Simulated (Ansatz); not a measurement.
## ZrO2

Computed with Ansatz (plane waves, PAW, 420 eV cutoff): PBE, scalar-relativistic, no spin polarisation, Γ-centred 8×8×6 mesh, 0.05 eV Gaussian smearing; PAW files: Ansatz's generated set soft_2.

```
Zr O
1.0
     3.62108    0.00000    0.00000
     0.00000    3.62108    0.00000
     0.00000    0.00000    5.28255
Zr O
2 4
Direct
  0.00000 0.00000 0.00000
  0.50000 0.50000 0.50000
  0.00000 0.50000 0.19278
  0.00000 0.50000 0.69278
  0.50000 0.00000 0.30722
  0.50000 0.00000 0.80722
```

The chain of runs began from a cell as deposited in COD, expanded in volume.

The cell is relaxed to zero pressure at this level.

Elastic constants come from the stress of slightly strained cells with relaxed atoms, in GPa, Voigt order xx, yy, zz, yz, xz, xy in the Cartesian frame of the vectors above.

```
335.7 210.8  52.2   0.0   0.0   0.0
210.8 335.7  52.2   0.0   0.0   0.0
 52.2  52.2 248.1   0.0   0.0   0.0
  0.0   0.0   0.0   8.8   0.0   0.0
  0.0   0.0   0.0   0.0   8.8   0.0
  0.0   0.0   0.0   0.0   0.0 152.0
```

Q: Is the crystal mechanically stable, and what are its polycrystalline moduli?

A: Barely stable, as one strain costs little beside K, so the averaged shear moduli are uncertain: the smallest eigenvalue of the tensor is 8.8 GPa. Hill averages: K = 164 GPa, G = 47 GPa, E = 128 GPa, ν = 0.37.

The equation of state, an independent route, gives B0 = 155 GPa; its match is the Reuss value, 156 GPa, which holds for uniform pressure.

Run time: 110 s on 4 threads of Arm Neoverse V2 (shared host), peak memory 0.53 GiB.

